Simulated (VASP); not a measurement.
Crystal: MnS.

```
Mn S
1.0
     4.30568    0.00000    0.00000
     0.00000    4.30568    0.00000
     0.00000    0.00000    5.36058
Mn S
2 2
Cartesian
  0.0000 2.1528 0.0000
  2.1528 0.0000 2.6803
  0.0000 0.0000 1.3401
  0.0000 0.0000 4.0204
```

Measurements of this composition are mostly on another form, of space group No. 225.

Base run:

| Property | Result |
| --- | --- |
| Program | VASP 6.6.1 |
| Functional | r2SCAN |
| Potentials or basis | VASP PAW PBE potentials, release 64 (Mn_pv, S) |
| Cutoff | 520 eV |
| k mesh | 5 × 5 × 4 |
| Occupations | gaussian, width 0.05 eV |
| Spin | collinear spin, antiferromagnetic start |
| Starting moments | [4.0, -4.0, 0.0, 0.0] μB |

Its results: band gap on the k mesh none (metal or under the smearing width); pressure -2.8 GPa; net moment 0.00 μB per cell; site moments Mn +4.29, -4.29; S +0.00 μB.

Problem. The run is repeated on the same cell with these changes: hubbard terms from none to Mn d U = 3 eV. What comes out?

Solution. Band gap on the k mesh none (metal or under the smearing width); pressure 1.0 GPa; net moment 0.00 μB per cell; site moments Mn +4.54, -4.54; S +0.00 μB.

Caveats: the PAW data sets were made with another functional, which shifts forces and pressure a little; semilocal functionals often make such compounds metallic where correlation or magnetic order opens a gap, which also shifts bond lengths (some runs).

Not every run made on this cell is shown here.
